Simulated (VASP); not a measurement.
Set up this calculation in VASP 6.6.1, as the native input.

```
Task                   : relaxation of cell and atoms
Functional             : PBE
Potentials or basis    : VASP PAW PBE potentials, release 64 (Ru_pv, Al)
Cutoff                 : 600 eV
k mesh                 : 16 × 16 × 16
Occupations            : methfessel-paxton, width 0.2 eV
Spin                   : no spin polarisation
Further INCAR settings : ALGO = Normal; EDIFF = 1e-06; IBRION = 2; EDIFFG = -0.005; NSW = 40; ISIF = 3
```

The structure of AlRu lies in POSCAR:

```
AlRu
1.0
    2.9900000000      0.0000000000      0.0000000000
    0.0000000000      2.9900000000      0.0000000000
    0.0000000000      0.0000000000      2.9900000000
Ru Al
1 1
Direct
    0.0000000000      0.0000000000      0.0000000000
    0.5000000000      0.5000000000      0.5000000000
```

The cell was built by a generator and needn't be a form met in nature.

The input as run:

INCAR

```
PREC = Accurate ; ENCUT = 600
EDIFF = 1E-6 ; ISMEAR = 1
SIGMA = 0.2 ; LREAL = False
LASPH = True ; NELM = 60
ALGO = Normal ; ISIF = 3
LWAVE = False ; LCHARG = False
GGA = PE ; IBRION = 2
NSW = 40 ; EDIFFG = -0.005
KPAR = 4
```

KPOINTS

```
regular mesh
0
Gamma
  16 16 16
```

Potentials or basis: VASP PAW PBE potentials, release 64 (Ru_pv, Al).

The run is started by

```bash
$ cat potpaw_PBE.64/Ru_pv/POTCAR potpaw_PBE.64/Al/POTCAR > POTCAR
$ mpirun -np 4 vasp_std > vasp.out
```

Results of the run:

```json
{
  "Relaxed volume": "13.55 Å³/atom",
  "Relaxed cell": "a = 3.004 Å, b = 3.004 Å, c = 3.004 Å, α = 90.00°, β = 90.00°, γ = 90.00°",
  "Space group after relaxing (to 0.05 Å)": "Pm-3m (No. 221)",
  "Energy gained by relaxing": "1.6 meV/atom",
  "Ionic steps": "3",
  "Pressure after relaxing": "0.0 GPa",
  "Band gap on the k mesh": "none (metal or under the smearing width)"
}
```

Run time: 34 s on 4 MPI ranks on AMD EPYC 7R43 64-Core Processor (Zen 3), on a shared host, peak memory 0.16 GiB a rank.
